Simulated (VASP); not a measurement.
# KI (Fm-3m) in VASP: a series of runs

Runs on KI. Level: PBE. Tasks: electric field gradients.

Program: VASP 6.6.1. These are calculated values, not measurements. Logs are shortened: lines on timing, memory, paths and dates and some standing lists are left out, and cuts for length are marked.

**Experimental background.**

A printed reference work, monograph reports, for a bulk crystal of KI: band gap 6.32 eV.

The runs below are set against these values where they give the same quantity.

**1. The cell of the first run**

It takes space group Fm-3m (No. 225, cubic). The conventional cell has a = 7.187 Å, b = 7.187 Å, c = 7.187 Å, α = 90.00°, β = 90.00°, γ = 90.00°. Within 4.7 Å of K (site symmetry m-3m) lie 6 I at 3.59 Å. I (site symmetry m-3m) has 6 K at 3.59 Å within 4.7 Å.

**2. Electric field gradients, PBE (46.41 Å³/atom)**

Input file INCAR:

```
ALGO = Normal ; EDIFF = 1E-8
ENCUT = 400 ; GGA = PE
GGA_COMPAT = False ; ISIF = 2
ISMEAR = -1 ; LASPH = True
LCHARG = False ; LEFG = True
LREAL = False ; LWAVE = False
NBANDS = 15 ; NELM = 120
PREC = Accurate ; SIGMA = 0.02
```

Input file KPOINTS:

```
k-points
0
Gamma
  6 6 6
```

Input file POSCAR:

```
KI
1.0
    0.0000000000      3.5936763733      3.5936763733
    3.5936763733      0.0000000000      3.5936763733
    3.5936763733      3.5936763733      0.0000000000
K I
1 1
Direct
    0.0000000000      0.0000000000      0.0000000000
    0.5000000000      0.5000000000      0.5000000000
```

Potentials or basis: VASP PAW PBE potentials, release 64 (K_sv, I).

The run is started by

```sh
cat potpaw_PBE.64/K_sv/POTCAR potpaw_PBE.64/I/POTCAR > POTCAR
mpirun -np 1 vasp_std > vasp.out
```

OUTCAR:

```text
EDIFF = 1E-8
   ENCUT = 400
   GGA = PE
   ISIF = 2
   ISMEAR = -1
   LASPH = True
   LREAL = False
   NELM = 120
   PREC = Accurate

 ion  position               nearest neighbor table
   1  0.000  0.000  0.000-   2 3.59   2 3.59   2 3.59   2 3.59   2 3.59   2 3.59
   2  0.500  0.500  0.500-   1 3.59   1 3.59   1 3.59   1 3.59   1 3.59   1 3.59

  LATTYP: Found a face centered cubic cell.
 ALAT       =     7.1873527466

  Lattice vectors:

 A1 = (   0.0000000000,   3.5936763733,   3.5936763733)
 A2 = (   3.5936763733,   0.0000000000,   3.5936763733)
 A3 = (   3.5936763733,   3.5936763733,   0.0000000000)

Analysis of symmetry for initial positions (statically):
=====================================================================
 Subroutine PRICEL returns:
 Original cell was already a primitive cell.

 Routine SETGRP: Setting up the symmetry group for a
 face centered cubic supercell.

 Subroutine GETGRP returns: Found 48 space group operations
 (whereof 48 operations were pure point group operations)
 out of a pool of 48 trial point group operations.

The static configuration has the point symmetry O_h .

Analysis of symmetry for dynamics (positions and initial velocities):
=====================================================================
 Subroutine PRICEL returns:
 Original cell was already a primitive cell.

 Routine SETGRP: Setting up the symmetry group for a
 face centered cubic supercell.

 Subroutine GETGRP returns: Found 48 space group operations
 (whereof 48 operations were pure point group operations)
 out of a pool of 48 trial point group operations.

The dynamic configuration has the point symmetry O_h .

 Subroutine INISYM returns: Found 48 space group operations
 (whereof 48 operations are pure point group operations),
 and found     1 'primitive' translations

----------------------------------------------------------------------------------------

                                     Primitive cell

  volume of cell :      92.8211

  direct lattice vectors                    reciprocal lattice vectors
     0.000000000  3.593676373  3.593676373    -0.139133285  0.139133285  0.139133285
     3.593676373  0.000000000  3.593676373     0.139133285 -0.139133285  0.139133285
     3.593676373  3.593676373  0.000000000     0.139133285  0.139133285 -0.139133285

  length of vectors
     5.082225866  5.082225866  5.082225866     0.240985919  0.240985919  0.240985919

  position of ions in fractional coordinates (direct lattice)
     0.000000000  0.000000000  0.000000000
     0.500000000  0.500000000  0.500000000

  ion indices of the primitive-cell ions
   primitive index   ion index
                 1           1
                 2           2

----------------------------------------------------------------------------------------

 KPOINTS: k-points

Automatic generation of k-mesh.
 Grid dimensions read from file:
 generate k-points for:    6    6    6

 Generating k-lattice:

  Cartesian coordinates                     Fractional coordinates (reciprocal lattice)
    -0.023188881  0.023188881  0.023188881     0.166666667  0.000000000  0.000000000
     0.023188881 -0.023188881  0.023188881     0.000000000  0.166666667  0.000000000
     0.023188881  0.023188881 -0.023188881     0.000000000  0.000000000  0.166666667

  Length of vectors
     0.040164320  0.040164320  0.040164320

  Shift w.r.t. Gamma in fractional coordinates (k-lattice)
     0.000000000  0.000000000  0.000000000

 Subroutine IBZKPT returns following result:
 ===========================================

 Found     16 irreducible k-points:

 Following reciprocal coordinates:
            Coordinates               Weight
  0.000000  0.000000  0.000000      1.000000
  0.166667  0.000000  0.000000      8.000000
  0.333333  0.000000  0.000000      8.000000
  0.500000  0.000000  0.000000      4.000000
  0.166667  0.166667  0.000000      6.000000
  0.333333  0.166667  0.000000     24.000000
[... 8 lines left out ...]
 -0.333333  0.333333  0.166667     24.000000
 -0.333333  0.500000  0.166667     12.000000
   k-points           NKPTS =     16   k-points in BZ     NKDIM =     16   number of bands    NBANDS=     15
   number of dos      NEDOS =    301   number of ions     NIONS =      2
   total plane-waves  NPLWV =  46656
   dimension x,y,z NGX =    36 NGY =   36 NGZ =   36
   dimension x,y,z NGXF=    72 NGYF=   72 NGZF=   72
   ions per type =               1   1
   NGX,Y,Z   is equivalent  to a cutoff of  11.78, 11.78, 11.78 a.u.
   NGXF,Y,Z  is equivalent  to a cutoff of  23.55, 23.55, 23.55 a.u.
 SYSTEM =  unknown system
   PREC   = accura    normal or accurate (medium, high low for compatibility)
   ISTART =      0    job   : 0-new  1-cont  2-samecut
   ICHARG =      2    charge: 1-file 2-atom 10-const
   ISPIN  =      1    spin polarized calculation?
   LNONCOLLINEAR =      F non collinear calculations
   LSORBIT =      F    spin-orbit coupling
   LASPH  =      T    aspherical Exc in radial PAW
   ENCUT  =  400.0 eV  29.40 Ry    5.42 a.u.   8.29  8.29  8.29*2*pi/ulx,y,z
   NELM   =    120;   NELMIN=  2; NELMDL= -5     # of ELM steps
   EDIFF  = 0.1E-07   stopping-criterion for ELM
   LREAL  =      F    real-space projection
   EDIFFG = 0.1E-06   stopping-criterion for IOM
   NSW    =      0    number of steps for IOM
   IBRION =     -1    ionic relax: 0-MD 1-quasi-New 2-CG
   NFREE  =      0    steps in history (QN), initial steepest desc. (CG)
   ISIF   =      2    stress and relaxation
   ISYM   =      2    0-nonsym 1-usesym 2-fastsym
   POTIM  = 0.5000    time-step for ionic-motion
   TEBEG  =    0.0;   TEEND  =   0.0 temperature during run
   PSTRESS=    0.0 pullay stress
   NELECT =      16.0000    total number of electrons
   NUPDOWN=      -1.0000    fix difference up-down
   EMIN   =  10.00;   EMAX   =-10.00  energy-range for DOS
   EFERMI =   0.00;   METHOD = LEGACY
   ISMEAR =    -1;   SIGMA  =   0.02  broadening in eV -4-tet -1-fermi 0-gaus
   EFERMI_NEDOS =   21; number of points for ismear=-14 and -15
   IALGO  =     38    algorithm
   IMIX   =      4    mixing-type and parameters
     AMIX     =   0.40;   BMIX     =  1.00
     AMIX_MAG =   1.60;   BMIX_MAG =  1.00
  volume/ion in A,a.u.               =      46.41       313.19
  Fermi-wavevector in a.u.,A,eV,Ry     =   0.911100  1.721729 11.294230  0.830103
  Thomas-Fermi vector in A             =   2.035339
   LORBIT       =      0    0 simple, 1 ext, 2 COOP (PROOUT), +10 PAW based schemes
   GGA     = PE    functional components
   LHFCALC =     F    Hartree Fock is set to
   AEXX    =    0.0000 exact exchange contribution
   IVDW    =     0    specifies the selected vdW correction
   LEPSILON=     F    determine dielectric tensor
   LRPA    =     F    only Hartree local field effects (RPA)
 non-spin polarized calculation
  energy-cutoff  :      400.00
  volume of cell :       92.82
 maximum number of plane-waves:      1700
 NGX is ok and might be reduce to    36
   NGX = 17   NGY = 17   NGZ = 17

 number of electron      16.0000004 magnetization

 Free energy of the ion-electron system (eV)
  ---------------------------------------------------
  ext. energy  EPLUGINS =         0.00000000
  ---------------------------------------------------
  free energy    TOTEN  =        -5.56502848 eV

  energy without entropy =       -5.56502848  energy(sigma->0) =       -5.56502848

 E-fermi :  -0.2792     XC(G=0):  -6.9790

 val. band max:       -0.6716379911   @ k =   0.0000   0.0000   0.0000
 cond. band min:       3.1757870055   @ k =   0.0000   0.0000   0.0000
 fundamental gap:      3.8474249966
 Fermi energy:        -0.2791948282

 k-point     1 :       0.0000    0.0000    0.0000
  band No.  band energies     occupation
      1     -29.2680      2.00000
      2     -12.7488      2.00000
      3     -12.7488      2.00000
      4     -12.7488      2.00000
      5     -11.1006      2.00000
      6      -0.6716      2.00000
      7      -0.6716      2.00000
      8      -0.6716      2.00000
      9       3.1758      0.00000
     10       5.8409      0.00000
     11       5.8409      0.00000
     12       5.8409      0.00000
     13       6.5243      0.00000
     14       6.5243      0.00000
[... 257 lines left out ...]
      2     -12.7800      2.00000
      3     -12.7792      2.00000
      4     -12.7686      2.00000
      5     -10.9457      2.00000
      6      -1.4727      2.00000
      7      -1.1872      2.00000
      8      -1.1641      2.00000
      9       5.0212      0.00000
     10       5.5783      0.00000
     11       6.6404      0.00000
     12       7.4678      0.00000
     13       7.7743      0.00000
     14       8.8371      0.00000
     15       9.1980      0.00000

------------------------ aborting loop because EDIFF is reached ----------------------------------------

  FORCE on cell =-STRESS in cart. coord.  units (eV):
  Direction    XX          YY          ZZ          XY          YZ          ZX
  --------------------------------------------------------------------------------------
  -------------------------------------------------------------------------------------
  Total       -0.0018562     -0.0018562     -0.0018562     -0.0000000      0.0000000      0.0000000
  in kB       -0.0320404     -0.0320404     -0.0320404     -0.0000000      0.0000000      0.0000000
  external PRESSURE =      -0.0320404 kB  Pullay stress =       0.0000000 kB

 VOLUME and BASIS-vectors are now :
 -----------------------------------------------------------------------------
  energy-cutoff  :      400.00
  volume of cell :       92.82
      direct lattice vectors                 reciprocal lattice vectors
     0.000000000  3.593676373  3.593676373    -0.139133285  0.139133285  0.139133285
     3.593676373  0.000000000  3.593676373     0.139133285 -0.139133285  0.139133285
     3.593676373  3.593676373  0.000000000     0.139133285  0.139133285 -0.139133285

 POSITION                                       TOTAL-FORCE (eV/Angst)
 -----------------------------------------------------------------------------------
      0.00000      0.00000      0.00000         0.000000     -0.000000      0.000000
      3.59368      3.59368      3.59368         0.000000      0.000000     -0.000000
 -----------------------------------------------------------------------------------
    total drift:                                0.000000      0.000000      0.000000

  FREE ENERGIE OF THE ION-ELECTRON SYSTEM (eV)
  ---------------------------------------------------
  free  energy   TOTEN  =        -5.5650284790 eV

  energy  without entropy=       -5.5650284790  energy(sigma->0) =       -5.56502848

 Electric field gradients (V/A^2)
---------------------------------------------------------------------
 ion       V_xx      V_yy      V_zz      V_xy      V_xz      V_yz
---------------------------------------------------------------------
   1       0.000     0.000    -0.000    -0.001    -0.001    -0.001
   2       0.000    -0.000    -0.000    -0.000    -0.000    -0.000
---------------------------------------------------------------------

 Electric field gradients after diagonalization (V/A^2)
 (convention: |V_zz| > |V_xx| > |V_yy|)
----------------------------------------------------------------------
 ion       V_xx      V_yy      V_zz     asymmetry (V_yy - V_xx)/ V_zz
----------------------------------------------------------------------
   1       0.001     0.001    -0.001       0.000
   2       0.000     0.000    -0.001       0.000
----------------------------------------------------------------------

           NMR quadrupolar parameters

 Cq : quadrupolar parameter    Cq=e*Q*V_zz/h
 eta: asymmetry parameters     (V_yy - V_xx)/ V_zz
 Q  : nuclear electric quadrupole moment in mb (millibarn)
----------------------------------------------------------------------
 ion       Cq(MHz)       eta       Q (mb)
----------------------------------------------------------------------
   1      -0.000       0.000       1.000
   2      -0.000       0.000       1.000
----------------------------------------------------------------------
```

Wall time 28 s (1 thread of Intel Xeon Platinum 8488C (Sapphire Rapids), shared host); peak memory 0.2 GiB.

What came out:

* Free energy: -5.5650 eV
* Pressure: 0.0 GPa
* Band gap on the k mesh: 3.85 eV
* Largest electric field gradient by atom: zero within the noise of the run

Levels at points of the mesh, in eV from the valence-band top:
```csv
k point,band 5,band 6,band 7,band 8,band 9,band 10,band 11,band 12
"(0.00, 0.00, 0.00)",-10.43,0.00,0.00,0.00,3.85,6.51,6.51,6.51
"(0.50, 0.00, 0.00)",-10.21,-1.21,-0.30,-0.30,5.47,7.55,8.04,8.04
"(0.50, 0.50, 0.00)",-10.31,-0.92,-0.34,-0.34,5.01,5.65,8.04,8.55
```

Caveat: spin-orbit coupling is left out, which moves the levels of the heavy elements.

**3. Electric field gradients, PBE**

This run uses another cell than the first one, of 43.78 Å³/atom.

Input file INCAR:

```
PREC = Accurate
ENCUT = 520
EDIFF = 1E-8
ISMEAR = -1
SIGMA = 0.02
LREAL = False
LASPH = True
NELM = 60
ALGO = Normal
ISIF = 2
LWAVE = False
LCHARG = False
GGA = PE
LEFG = True
NBANDS = 15
```

Input file KPOINTS:

```
regular mesh
0
Gamma
  6 6 6
```

Input file POSCAR:

```
KI
1.0
    0.0000000000      3.5245500000      3.5245500000
    3.5245500000      0.0000000000      3.5245500000
    3.5245500000      3.5245500000      0.0000000000
K I
1 1
Direct
    0.0000000000      0.0000000000      0.0000000000
    0.5000000000      0.5000000000      0.5000000000
```

Potentials or basis: VASP PAW PBE potentials, release 64 (K_sv, I).

The run is started by

```sh
cat potpaw_PBE.64/K_sv/POTCAR potpaw_PBE.64/I/POTCAR > POTCAR
mpirun -np 1 vasp_std > vasp.out
```

OUTCAR:

```text
PREC = Accurate
   ENCUT = 520
   EDIFF = 1E-8
   ISMEAR = -1
   LREAL = False
   LASPH = True
   NELM = 60
   ISIF = 2
   GGA = PE

 ion  position               nearest neighbor table
   1  0.000  0.000  0.000-   2 3.52   2 3.52   2 3.52   2 3.52   2 3.52   2 3.52
   2  0.500  0.500  0.500-   1 3.52   1 3.52   1 3.52   1 3.52   1 3.52   1 3.52

  LATTYP: Found a face centered cubic cell.
 ALAT       =     7.0491000000

  Lattice vectors:

 A1 = (   0.0000000000,   3.5245500000,   3.5245500000)
 A2 = (   3.5245500000,   0.0000000000,   3.5245500000)
 A3 = (   3.5245500000,   3.5245500000,   0.0000000000)

Analysis of symmetry for initial positions (statically):
[... 487 lines left out ...]
  free  energy   TOTEN  =        -5.5538191964 eV

  energy  without entropy=       -5.5538191964  energy(sigma->0) =       -5.55381920

 Electric field gradients (V/A^2)
---------------------------------------------------------------------
 ion       V_xx      V_yy      V_zz      V_xy      V_xz      V_yz
---------------------------------------------------------------------
   1       0.000     0.000     0.000    -0.000    -0.000    -0.000
   2       0.000    -0.000     0.000    -0.000    -0.000    -0.000
---------------------------------------------------------------------

 Electric field gradients after diagonalization (V/A^2)
 (convention: |V_zz| > |V_xx| > |V_yy|)
----------------------------------------------------------------------
 ion       V_xx      V_yy      V_zz     asymmetry (V_yy - V_xx)/ V_zz
----------------------------------------------------------------------
   1       0.000     0.000    -0.001       0.000
   2       0.000     0.000    -0.000       0.000
----------------------------------------------------------------------

           NMR quadrupolar parameters

 Cq : quadrupolar parameter    Cq=e*Q*V_zz/h
 eta: asymmetry parameters     (V_yy - V_xx)/ V_zz
 Q  : nuclear electric quadrupole moment in mb (millibarn)
----------------------------------------------------------------------
 ion       Cq(MHz)       eta       Q (mb)
----------------------------------------------------------------------
   1      -0.000       0.000       1.000
   2      -0.000       0.000       1.000
----------------------------------------------------------------------
```

OSZICAR:

```text
N       E                     dE             d eps       ncg     rms          rms(c)
DAV:   1     0.926721231310E+02    0.92672E+02   -0.65269E+03   480   0.909E+02
DAV:   2     0.120156986000E+00   -0.92552E+02   -0.86891E+02   627   0.216E+02
DAV:   3    -0.531529983681E+01   -0.54355E+01   -0.54133E+01   662   0.462E+01
DAV:   4    -0.563204320510E+01   -0.31674E+00   -0.31663E+00   820   0.939E+00
DAV:   5    -0.563340720104E+01   -0.13640E-02   -0.13640E-02   662   0.689E-01    0.309E+00
DAV:   6    -0.555181607499E+01    0.81591E-01   -0.92430E-02   627   0.177E+00    0.221E+00
DAV:   7    -0.554820337752E+01    0.36127E-02   -0.11230E-01   648   0.170E+00    0.786E-01
DAV:   8    -0.555319227786E+01   -0.49889E-02   -0.12011E-02   516   0.716E-01    0.131E-01
DAV:   9    -0.555366240889E+01   -0.47013E-03   -0.91293E-04   662   0.177E-01    0.758E-02
DAV:  10    -0.555377512382E+01   -0.11271E-03   -0.11230E-04   592   0.592E-02    0.202E-02
DAV:  11    -0.555381913870E+01   -0.44015E-04   -0.58478E-05   564   0.446E-02    0.192E-02
DAV:  12    -0.555381888749E+01    0.25121E-06   -0.28334E-06   655   0.130E-02    0.958E-03
DAV:  13    -0.555381901588E+01   -0.12839E-06   -0.47006E-07   592   0.351E-03    0.329E-03
DAV:  14    -0.555381925553E+01   -0.23965E-06   -0.22015E-07   620   0.229E-03    0.903E-04
DAV:  15    -0.555381915257E+01    0.10296E-06   -0.20823E-08   619   0.981E-04    0.905E-04
DAV:  16    -0.555381918288E+01   -0.30308E-07   -0.15279E-09   464   0.218E-04    0.275E-04
DAV:  17    -0.555381919743E+01   -0.14556E-07   -0.58484E-10   401   0.146E-04    0.314E-05
DAV:  18    -0.555381919638E+01    0.10491E-08   -0.65899E-11   338   0.604E-05
   1 F= -.55538192E+01 E0= -.55538192E+01  d E =-.203673E-11
```

It took 54 s on 1 thread of Intel Xeon 8259CL, shared host; peak memory 0.24 GiB.

Results:

| Item | Value |
| --- | --- |
| Free energy | -5.5538 eV |
| Pressure | 0.7 GPa |
| Band gap on the k mesh | 3.98 eV |
| Largest electric field gradient by atom | zero within the noise of the run |

Levels at points of the mesh, in eV from the valence-band top:
| k point | band 5 | band 6 | band 7 | band 8 | band 9 | band 10 | band 11 | band 12 |
| --- | --- | --- | --- | --- | --- | --- | --- | --- |
| (0.00, 0.00, 0.00) | -10.51 | 0.00 | 0.00 | 0.00 | 3.98 | 6.49 | 6.49 | 6.49 |
| (0.50, 0.00, 0.00) | -10.23 | -1.34 | -0.34 | -0.34 | 5.53 | 7.73 | 8.16 | 8.16 |
| (0.50, 0.50, 0.00) | -10.37 | -1.01 | -0.37 | -0.37 | 4.92 | 5.78 | 8.10 | 8.74 |

Caveat: spin-orbit coupling is left out, which moves the levels of the heavy elements.

**4. How close it comes**

Step 3. Against the measured gap of KI, 6.32 eV (a printed reference work, monograph), the calculated 3.98 eV is off by -2.34 eV. Spin-orbit coupling on I is left out. The value is that of PBE, without temperature or zero-point motion. Semilocal functionals fall short of measured gaps as a rule.
